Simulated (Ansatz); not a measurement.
# 2H-WOS monolayer in a perpendicular field, part 2 of 2

Wanted: the out-of-plane response of the 2H-WOS monolayer. A positive field points along +c.

Ansatz 0.2.0; plane-wave DFT, LDA, Ansatz PAW (the session's first sound run).

So far. Step 10 (Relaxing in the field, field 0.1 V/Å): The dipole is -0.0512 e·Å, 0.0181 e·Å from its value without field, and the gap on the mesh 1.660 eV. Step 11 (Field on, atoms free, field -0.1 V/Å): The dipole is -0.0875 e·Å, -0.0181 e·Å from its value without field, and the gap on the mesh 1.678 eV.

## 12. Response, atoms relaxed

This step: plane-wave DFT, LDA, Ansatz PAW; response to a field along the normal, atoms relaxed (Ansatz 0.2.0).

The same analysis on the two relaxed runs holds the ionic part too; their mesh is coarser, so small differences from the held value can come from that.

Numbers from this step:

| Item | Value |
| --- | --- |
| equivalent conductor thickness p/(ε₀AE) | 4.341 Å |
| distance between the outer atoms | 2.769 Å |

Dipole of the cell against applied field:

```csv
applied field (V/Å),dipole of the cell (e·Å)
-0.1000,-0.0875
0.1000,-0.0512
```

Local field over the applied field, running mean. From the potentials at -0.1 and 0.1 V/Å; running mean over 2.5 Å. Local field over applied field against z:

```
z (Å)  local field over applied field
 4.04                           1.000
 4.33                           0.999
 4.76                           0.998
 5.05                           0.996
 5.48                           0.990
 5.77                           0.982
 6.06                           0.967
 6.49                           0.924
 6.78                           0.877
 7.07                           0.817
 7.50                           0.663
 7.79                           0.553
 8.22                           0.385
 8.51                           0.301
 8.80                           0.234
 9.23                           0.116
 9.52                          0.0398
 9.81                         -0.0155
10.24                         -0.0125
10.53                          0.0579
10.96                           0.149
11.25                           0.161
11.54                           0.222
11.97                           0.388
12.26                           0.523
12.55                           0.660
12.98                           0.752
13.27                           0.793
13.70                           0.892
13.99                           0.951
14.28                           0.976
14.71                           0.992
15.00                           0.996
15.29                           0.998
15.72                           0.999
16.01                           1.000
16.44                           1.000
16.73                           1.000
```

Electrons, planar mean, per unit field. Induced electron density against z:

```csv
z (Å),induced electron density (e/Å³ per V/Å)
4.5,4.1e-6
5.0,1.3e-5
5.5,4.3e-5
6.0,1.3e-4
6.5,3.9e-4
7.0,0.00104
7.5,0.00217
8.0,0.00234
8.5,3.6e-4
9.0,4.5e-4
9.5,5.3e-4
10.0,-0.00520
10.5,-7.5e-4
11.0,0.00886
11.5,0.00952
12.0,-0.00937
12.5,-0.00708
13.0,-0.00221
13.5,-6.5e-4
14.0,-1.7e-4
14.5,-4.7e-5
15.0,-1.3e-5
15.5,-3.3e-6
16.0,-8.6e-7
```

The induced dipole is that of a conductor 4.34 Å thick.

## 13. With spin-orbit coupling, k-mesh 12×12×1

This step: plane-wave DFT, PBE, fully relativistic PAW with spin-orbit coupling (Ansatz 0.2.0).

Heavy atoms split their bands by spin-orbit coupling, so this run uses fully relativistic files and two-component states.

File input.yaml:

```yaml
crystal:
  lattice:
    - [2.9544241935, 0.0, 0.0]
    - [-1.4772120967, 2.5586064051, 0.0]
    - [0.0, 0.0, 20.76747689]
  atoms:
    - { symbol: S, position: [0.3333333333, 0.6666666667, 0.4333699297] }
    - { symbol: W, position: [0.0, 0.0, 0.5115610607] }
    - { symbol: O, position: [0.3333333333, 0.6666666667, 0.5666300703] }
kpoints:
  mp_grid: { grid: [12, 12, 1] }
  band_path:
    path: [[0, 0, 0], [0.5, 0, 0], [0.33333333, 0.33333333, 0], [0, 0, 0]]
    npoints: 16
hamiltonian:
  xc: pbe
  pseudopotentials: { kind: paw_fr }
magnetization:
  noncollinear: true
  spin_orbit: true
scf:
  occupations: { method: fermi_dirac, width: 0.05 }
  convergence: { dr2_threshold: 1.0e-09 }
efield:
  axis: 3
  dipole_correction: true
  ramp_position: 0.97
  ramp_width: 0.06
  amplitude: 0
output:
  write_potential: true
  write_density: true
  volumetric_format: npy
```

Launch:

```sh
$ ansatz run input.yaml --threads 2 --pin off --max-ram 3072MiB --backend cpu --events-out ev --progress --plain --runs-dir out
```

It took 46 s on 2 threads of AMD EPYC 7R43, shared host; peak memory 0.77 GiB; 90 s of CPU time.

Numbers from this step:

| Property | Result |
| --- | --- |
| dipole along the normal | -0.06388 e·Å |
| gap along the path | 1.676 eV |
| smallest direct gap along the path | 2.362 eV |
| step between the vacuum levels | 1.529 eV |
| ionisation energy, upper face | 6.310 eV |
| electron affinity, upper face | 4.634 eV |
| ionisation energy, lower face | 4.781 eV |
| gap, the smaller of path and mesh | 1.676 eV |

Electronic bands along the path, in eV, zero at the Fermi level of the run, which the smearing sets inside the gap:

```csv
point,band 23,band 24,band 25,band 26,band 27,band 28,band 29,band 30
Γ,-3.01,-3.01,-0.82,-0.82,1.65,1.65,1.74,1.74
halfway,-3.44,-3.36,-2.06,-2.01,1.05,1.34,1.69,1.70
M,-3.12,-3.12,-2.17,-2.17,1.74,1.74,2.44,2.44
halfway,-3.96,-3.93,-2.05,-1.74,1.32,1.47,2.28,2.59
K,-4.14,-4.08,-1.99,-1.60,0.86,0.87,2.36,2.48
halfway,-3.56,-3.41,-2.20,-1.98,0.93,1.15,1.89,2.05
Γ,-3.01,-3.01,-0.82,-0.82,1.65,1.65,1.74,1.74
```

The gap is 1.68 eV, with the valence edge 6.31 eV and the conduction edge 4.63 eV under the upper vacuum level.

## 14. With spin-orbit coupling, k-mesh 12×12×1, field 0.3 V/Å

The same in a field along the normal.

input.yaml, as its differences from that of step 13:

```diff
@@ -11,5 +11,3 @@
   mp_grid: { grid: [12, 12, 1] }
-  band_path:
-    path: [[0, 0, 0], [0.5, 0, 0], [0.33333333, 0.33333333, 0], [0, 0, 0]]
-    npoints: 16
+  band_path: { path: [[0, 0, 0], [0.12, 0, 0]], npoints: 24 }
 hamiltonian:
@@ -28,3 +26,3 @@
   ramp_width: 0.06
-  amplitude: 0
+  amplitude: 0.3
 output:
```

Elapsed: 36 s, on 2 threads; peak memory 0.76 GiB; 71 s of CPU time.

Read from the output:

```
dipole along the normal            : -0.01012 e·Å
gap along the path                 : 2.142 eV
smallest direct gap along the path : 2.345 eV
gap, the smaller of path and mesh  : 1.665 eV
```

The dipole is -0.0101 e·Å, and the gap 1.665 eV.

## 15. Spin splitting near the zone centre

This step: plane-wave DFT, PBE, fully relativistic PAW with spin-orbit coupling; spin splitting near the zone centre (Ansatz 0.2.0).

Levels that meet at the zone centre are followed outwards; a split that grows in proportion to k gives the Rashba parameter as ΔE/2k.

Numbers from this step:

* largest split over 2k that stays linear in k: 0.06923 eV Å

Groups of levels that meet at the zone centre and whose split, tested at two k, grows in proportion to k or stays under 1 meV; groups that fail this test are left out. Spin splitting, by row:

```csv
level at the first point (eV from the Fermi level),states,split at k = 0.025 1/A (eV),split over 2k (eV Å)
-0.8081,2,0.0034,0.06923
```

## 16. The same run with other settings: efield.amplitude = 0.3

This step: plane-wave DFT, LDA, Ansatz PAW (Ansatz 0.2.0).

A run with a changed input: it repeats the earlier run at 0.05 V/Å with efield.amplitude from 0.05 to 0.3.

input.yaml, the sections that differ from step 14:

```yaml
kpoints:
  mp_grid: { grid: [18, 18, 1] }
  band_path:
    path: [[0, 0, 0], [0.5, 0, 0], [0.33333333, 0.33333333, 0], [0, 0, 0]]
    npoints: 16
hamiltonian:
  xc: lda
scf:
  occupations: { method: fermi_dirac, width: 0.05 }
  convergence: { dr2_threshold: 1.0e-10 }
# crystal, efield, output: as in step 14
# magnetization: removed
```

Wall time 18 s (2 threads); peak memory 0.45 GiB; 34 s of CPU time.

This step gave:

* dipole along the normal: -0.01550 e·Å
* gap along the path: 1.658 eV
* smallest direct gap along the path: 2.469 eV
* gap, the smaller of path and mesh: 1.658 eV

Electronic bands along the path, in eV, zero at the Fermi level of the run, which the smearing sets inside the gap:

```csv
point,band 10,band 11,band 12,band 13,band 14,band 15,band 16,band 17
Γ,-4.52,-3.04,-3.04,-0.82,1.67,1.67,2.22,2.22
halfway,-5.55,-3.81,-3.43,-2.05,1.14,1.64,2.33,3.37
M,-6.18,-3.90,-3.10,-2.17,1.72,2.38,2.90,4.05
halfway,-5.64,-4.53,-3.93,-1.91,1.37,2.35,3.38,3.52
K,-5.94,-5.16,-4.07,-1.83,0.84,2.33,3.45,4.22
halfway,-5.38,-4.25,-3.51,-2.10,0.97,1.94,2.31,3.58
Γ,-4.52,-3.04,-3.04,-0.82,1.67,1.67,2.22,2.22
```

```
                               quantity  this run  earlier run  difference
          dipole along the normal (e·Å)  -0.01550     -0.06041       0.045
                gap along the path (eV)     1.658        1.667     -0.0092
smallest direct gap along the path (eV)     2.469        2.475     -0.0060
```

The applied field differs, and the slope found earlier predicts a dipole of -0.0155 e·Å; this run gives -0.0155 e·Å, in line with it.

## 17. The same run with other settings

Another changed input: it repeats the earlier run at 0.05 V/Å with efield.dipole_correction from true to false and efield.ramp_width from 0.06 to 0.04.

input.yaml, as its differences from that of step 16:

```diff
@@ -21,6 +21,6 @@
   axis: 3
-  dipole_correction: true
+  dipole_correction: false
   ramp_position: 0.97
-  ramp_width: 0.06
-  amplitude: 0.3
+  ramp_width: 0.04
+  amplitude: 0.05
 output:
```

The job ended after 16 s (2 threads; peak memory 0.45 GiB; 30 s of CPU time).

| quantity | this run | earlier run | difference |
| --- | --- | --- | --- |
| dipole along the normal (e·Å) | -0.07613 | -0.06041 | -0.016 |
| gap along the path (eV) | 1.670 | 1.667 | 0.0034 |
| smallest direct gap along the path (eV) | 2.477 | 2.475 | 0.0017 |

With the dipole correction off, the periodic images add a field of their own to the typed one.

What moves beyond 0.01 in its unit (for the dipole 0.5 % and 5e-5 e·Å): dipole along the normal (-0.0157 e·Å).

These numbers are not those of the isolated slab.

## 18. Summary of results

- gap without field: 1.67 eV
- ionisation energy, upper face: 6.69 eV
- electron affinity, upper face: 5.03 eV
- step between the vacuum levels: 1.66 eV
- equivalent conductor thickness, atoms held: 4.29 Å
- equivalent conductor thickness, atoms relaxed: 4.34 Å
- largest split over 2k that stays linear in k at 0.3 V/Å: 0.0692 eV Å

**Reading.** The induced dipole equals that of a perfect conductor 4.29 Å thick, while the outer atoms lie 2.77 Å apart; an out-of-plane ε follows only once a thickness t is chosen, by 1 − 1/ε = 4.29 Å / t. The two faces differ: the vacuum level above lies 1.66 eV higher than the one below. The gap goes from 1.67 eV to 1.66 eV at 0.3 V/Å. Letting the atoms follow the field adds 0.05 Å to the equivalent conductor thickness: the ionic part of the response. Semilocal functionals give gaps that are too small, and excitons are not included. The field series itself is without spin-orbit coupling.

[Long decimals in the printed logs are rounded to 6 places.]

[Logs are printed without paths, hosts, clocks, repeated set-up lines and the standing remarks that a program may print on its own settings, such as how far it seeks lower states.]

[Hosts, paths, dates, database ids (printed as entryN), source tags and the programs' standing remarks are cut or masked in the printed files.]

[Maps of the electrostatic potential energy from Ansatz leave out the sawtooth potential of an applied field or a dipole correction, so their vacuum need not be flat; planar profiles and work functions include it.]
